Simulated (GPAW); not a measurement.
# How C absorbs and reflects light, part 2 of 2

Aim: the dielectric function of C, and the optical constants that follow from it.

GPAW 26.7.0; DFT, PBE, plane-wave PAW (GPAW data sets), scalar-relativistic, RPA, optical limit.

So far. Step 2 (Ground state): There is a gap, 4.13 eV on this mesh (points off the mesh can give less), so no carriers' term is needed.

### 4. Dielectric function, RPA

Transitions between filled and empty bands, summed over the zone, give the optical response, so mesh, band count and broadening shape it.

The induced potential is part of this response.

This step: DFT, PBE, plane-wave PAW (GPAW data sets), scalar-relativistic, RPA, optical limit (GPAW 26.7.0).

df.py reads:

```python
from gpaw.response.df import DielectricFunction

df = DielectricFunction('full.gpw', frequencies={'type': 'nonlinear', 'domega0': 0.03, 'omega2': 8},
                        ecut=50,
                        eta=0.12,
                        nbands=14,
                        txt='df.txt')
for direction in ['x', 'z']:
    df.get_dielectric_function(xc='RPA', direction=direction, filename=f'df_{direction}.csv')
```

On the command line:

```bash
$ OMP_NUM_THREADS=1 python df.py
```

Numbers of over 12 decimals in the logs are rounded to 6 here.

Output:

```text
Using integrator: PointIntegrator
NonLinearFrequencyDescriptor(from 0.000 to 65.973 eV, 499 points)
Nonperiodic BCs:  [False False False]
Using integrator: PointIntegrator
NonLinearFrequencyDescriptor(from 0.000 to 65.973 eV, 499 points)
Nonperiodic BCs:  [False False False]

Calculating chi0 body with:
    Ground state adapter containing:
    Number of spins: 1
    Number of kpoints: 4913
    Number of irreducible kpoints: 165
    Number of completely occupied states: 4
    Number of partially occupied states: 4

    Linear response parametrization:
    q_c: [0.0, 0.0, 0.0]
    Number of frequency points: 499
    Planewave cutoff: 50.0
    Number of bands: 14
    Number of planewaves: 15
    Broadening (eta): 0.12

Integrating chi0 body.

Symmetries of q_c:
    Direct symmetries (Uq -> q): 24
    Indirect symmetries (TUq -> q): 24
In total 48 allowed symmetries.

165 groups of equivalent kpoints. 96.641563% reduction.

Integral kind: spectral function

Calculating chi0 optical extensions with:
    Ground state adapter containing:
    Number of spins: 1
    Number of kpoints: 4913
    Number of irreducible kpoints: 165
    Number of completely occupied states: 4
    Number of partially occupied states: 4

    Linear response parametrization:
    Number of frequency points: 499
    Planewave cutoff: 50.0
    Number of bands: 14
    Number of planewaves: 15
    Broadening (eta): 0.12
Integrating chi0 head and wings.

Symmetries of q_c:
    Direct symmetries (Uq -> q): 24
    Indirect symmetries (TUq -> q): 24
In total 48 allowed symmetries.

165 groups of equivalent kpoints. 96.641563% reduction.

Integral kind: spectral function wings
```

Elapsed: 3.8 s, on 1 thread of Arm Neoverse V1, shared host; peak memory 0.16 GiB.

This step gave:

```
electronic dielectric constant ε∞, mean over x, y and z (by symmetry where fewer were run) : 5.780
main peak of Im epsilon, first axis                                                        : 11.06 eV
```

The Im ε, E ∥ x or z has structure finer than the step of the table below, so its rows give means over 0.5 eV, whole bins alone (the curve runs from 0 to 14.0 eV). Peaks (eV: height): 11.03: 23.2, 11.71: 23.1, 13.60: 9.64.

Values under the direct gap are tails of Lorentzian lines. The Im ε, E ∥ x or z by photon energy; means over each step:

photon energy (eV), Im ε, E ∥ x or z and a bar:
```
      0.5        0.0 
      1.0        0.0 
      1.5        0.0 
      2.0        0.0 
      2.5        0.0 
      3.0        0.0 
      3.5        0.1 
      4.0        0.1 
      4.5        0.1 
      5.0        0.2 
      5.5        0.5 #
      6.0        1.8 ###
      6.5        2.3 ####
      7.0        2.8 ####
      7.5        3.4 #####
      8.0        3.7 ######
      8.5        4.4 #######
      9.0        5.0 ########
      9.5        6.0 #########
     10.0        7.2 ###########
     10.5       10.5 #################
     11.0       19.1 ##############################
     11.5       18.3 #############################
     12.0       14.0 ######################
     12.5        6.4 ##########
     13.0        6.2 ##########
     13.5        8.6 ##############
```

Re ε, E ∥ x or z against photon energy:

```
photon energy (eV)  Re ε, E ∥ x or z
               0.0              5.78
               0.5              5.79
               1.0              5.82
               1.5              5.88
               2.0              5.96
               2.5              6.07
               3.0              6.22
               3.5              6.41
               4.0              6.66
               4.5              7.00
               5.0              7.50
               5.5              8.38
               6.0              8.79
               6.5              9.18
               7.0              8.10
               7.5              8.33
               8.0              8.51
               8.5              8.59
               9.0              9.40
               9.5              9.87
              10.0              11.0
              10.5              11.1
              11.0              10.8
              11.5              5.09
              12.0             -9.42
              12.5             -4.44
              13.0             -1.44
              13.5             -1.56
```

The Im ε, E ∥ x or z has structure finer than the step of the table below, so its rows give means over 0.25 eV, whole bins alone (the curve runs from 0 to 14.0 eV). Peaks (eV: height): without local fields 11.029: 24.6, 11.710: 23.0, 13.599: 9.52; with local fields 11.029: 23.2, 11.710: 23.1, 13.599: 9.64.

Values under the direct gap are tails of Lorentzian lines. Table of Im ε, E ∥ x or z by photon energy; means over each step:

```
photon energy (eV)  without local fields  with local fields
              0.25               0.00271            0.00259
              0.50               0.00545            0.00520
              0.75               0.00824            0.00786
              1.00                0.0111             0.0106
              1.25                0.0141             0.0134
              1.50                0.0172             0.0164
              1.75                0.0205             0.0196
              2.00                0.0241             0.0230
              2.25                0.0279             0.0266
              2.50                0.0321             0.0306
              2.75                0.0368             0.0350
              3.00                0.0420             0.0400
              3.25                0.0480             0.0456
              3.50                0.0549             0.0522
              3.75                0.0632             0.0599
              4.00                0.0731             0.0694
              4.25                0.0857             0.0812
              4.50                 0.102             0.0969
              4.75                 0.126              0.119
              5.00                 0.164              0.154
              5.25                 0.243              0.228
              5.50                 0.511              0.481
              5.75                 0.952              0.890
              6.00                  2.34               2.19
              6.25                  1.74               1.64
              6.50                  2.40               2.24
              6.75                  3.56               3.33
              7.00                  2.68               2.49
              7.25                  3.36               3.14
              7.50                  3.46               3.26
              7.75                  3.98               3.71
              8.00                  3.77               3.50
              8.25                  4.49               4.18
              8.50                  4.76               4.49
              8.75                  4.51               4.23
              9.00                  5.48               5.09
              9.25                  6.09               5.66
              9.50                  6.27               5.91
              9.75                  6.68               6.30
             10.00                  7.40               6.87
             10.25                  10.1               9.36
             10.50                  10.8               10.1
             10.75                  14.1               13.0
             11.00                  22.3               21.0
             11.25                  18.2               17.7
             11.50                  18.3               17.7
             11.75                  21.2               21.5
             12.00                  12.8               13.3
             12.25                  8.01               8.16
             12.50                  6.23               6.23
             12.75                  5.87               5.81
             13.00                  6.14               6.06
             13.25                  7.33               7.21
             13.50                  9.04               9.08
             13.75                  7.86               8.02
```

The reflectivity at normal incidence, E ∥ x or z has structure finer than the step of the table below, so its rows give means over 0.5 eV, whole bins alone (the curve runs from 0 to 14.0 eV). Peaks (eV: height): 11.10: 53.4, 11.94: 64.9.

The reflectivity at normal incidence, E ∥ x or z by photon energy; means over each step:

photon energy (eV), reflectivity at normal incidence, E ∥ x or z (%) and a bar from the least value:
```
      0.5       17.0 
      1.0       17.1 
      1.5       17.3 
      2.0       17.5 
      2.5       17.9 #
      3.0       18.3 #
      3.5       18.8 #
      4.0       19.5 ##
      4.5       20.4 ##
      5.0       21.7 ###
      5.5       23.6 ####
      6.0       25.0 #####
      6.5       26.0 ######
      7.0       25.1 #####
      7.5       26.3 ######
      8.0       26.9 ######
      8.5       27.8 #######
      9.0       29.7 ########
      9.5       31.1 #########
     10.0       34.1 ###########
     10.5       38.5 ##############
     11.0       49.1 #####################
     11.5       50.2 #####################
     12.0       63.7 ##############################
     12.5       55.2 #########################
     13.0       40.8 ###############
     13.5       45.6 ##################
```

Table of refractive index n and extinction k by photon energy:

```
photon energy (eV)     n        k
               0.0  2.40        0
               0.5  2.41  0.00108
               1.0  2.41  0.00219
               1.5  2.42  0.00338
               2.0  2.44  0.00470
               2.5  2.46  0.00620
               3.0  2.49  0.00801
               3.5  2.53   0.0103
               4.0  2.58   0.0134
               4.5  2.65   0.0183
               5.0  2.74   0.0280
               5.5  2.90   0.0817
               6.0  2.99    0.413
               6.5  3.05    0.358
               7.0  2.88    0.421
               7.5  2.94    0.538
               8.0  2.97    0.563
               8.5  3.03    0.749
               9.0  3.17    0.808
               9.5  3.27    0.891
              10.0  3.45    0.974
              10.5  3.61     1.37
              11.0  4.20     2.62
              11.5  3.40     2.54
              12.0  1.81     3.56
              12.5  1.26     2.45
              13.0  1.53     1.95
              13.5  1.98     2.34
```

At chosen wavelengths:

```
wavelength (nm)     n      k  R (%)     1/α
           1064  2.42  0.003   17.2   33 µm
            800  2.43  0.004   17.3   18 µm
            633  2.44  0.005   17.5   11 µm
            532  2.46  0.006   17.7  7.5 µm
            450  2.48  0.007   18.1  5.1 µm
            405  2.50  0.008   18.3  3.9 µm
            308  2.58  0.014   19.5  1.8 µm
```

Below the direct gap, k and the depth come from the tails of the Lorentzian lines, not from transitions.

### 5. Outcome

```json
{
 "electronic dielectric constant ε∞, mean over x, y and z (by symmetry where fewer were run) (RPA)": "5.78",
 "main peak of Im epsilon, first axis": "11.1 eV"
}
```

At this level (PBE, RPA) C has ε∞ = 5.78 and n = 2.41 at 1550 nm, and Im ε peaks at 11.1 eV. On the mesh the gap is 4.14 eV and the least direct gap 5.60 eV, so on this mesh the band edges lie at different points. Local fields change the static value along x from 5.93 to 5.78 (-3 %). Distinct maxima of Im ε, read by a parabola through the highest points, lie at 6.74 eV (3.6), 11.06 eV (24), 11.70 eV (23) and 13.58 eV (9.7). Excitons and phonon-assisted transitions are missing; PBE gaps are as a rule too small, which pulls the onset down and ε∞ up. The sum runs over mesh points, so small or evenly spaced maxima can still be ripples of the mesh.

[Machine, clock and banner lines and Python warnings are left out of the logs.]

[Logs are printed without paths, hosts, clocks, repeated set-up lines and the standing remarks that a program may print on its own settings, such as how far it seeks lower states.]

[Hosts, paths, dates, database ids (printed as entryN), source tags and the programs' standing remarks are cut or masked in the printed files.]
